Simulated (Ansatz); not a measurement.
Reaction (isomerisation): `CCCCO` → `CCOCC`

Calculated with Ansatz (gas phase, PBE0-D4/def2-TZVP geometries, no zero-point term in ΔE). CCSD(T)/CBS adds triple-zeta CCSD(T) − MP2 to the extrapolated MP2 energy (def2 sets, frozen cores). Functionals use def2-TZVPP. One conformer a species, not always the lowest.

```csv
level,ΔE (kJ/mol)
BLYP-D4,19.8
r2SCANh,26.1
LC-ωPBE,29.5
MP2/def2-TZVPP,32.7
```

**Question.** What does CCSD(T)/CBS give? (Estimate.)

**Answer.** The calculation gave: +31.2 kJ/mol. The listed levels differ from it by -11.4, -5.1, -1.7, 1.5 kJ/mol.

**Question.** What do rigid-rotor, harmonic-oscillator terms from PBE0-D4/def2-TZVP frequencies (298.15 K, 1 bar) make of the CCSD(T)/CBS value? (Estimate.)

**Answer.** Ansatz gave: ΔZPE = -1.5 kJ/mol, ΔH = +29.6 kJ/mol, ΔS = 1 J/(mol·K), ΔG = +29.2 kJ/mol.

Largest T1 diagnostic among the species: 0.010.

At CCSD(T), def2-SVP lies −7.7 kJ/mol from the extrapolated value and def2-TZVPP −2.2 kJ/mol. In def2-TZVPP, CCSD(T) changes the Hartree–Fock value by +6.5 kJ/mol (the triples alone add −0.3 kJ/mol) and MP2 by +10.1 kJ/mol. Leaving LDA and LC-ωPBE aside and taking each functional with its dispersion term where it has one, the values, not all of them listed here, spread over 11.3 kJ/mol, from BLYP-D4 to PBE-QIDH.

CCSD(T)/CBS has its own doubt, a few kJ/mol and more with outer-core shells, so smaller differences from it don't rank the levels.
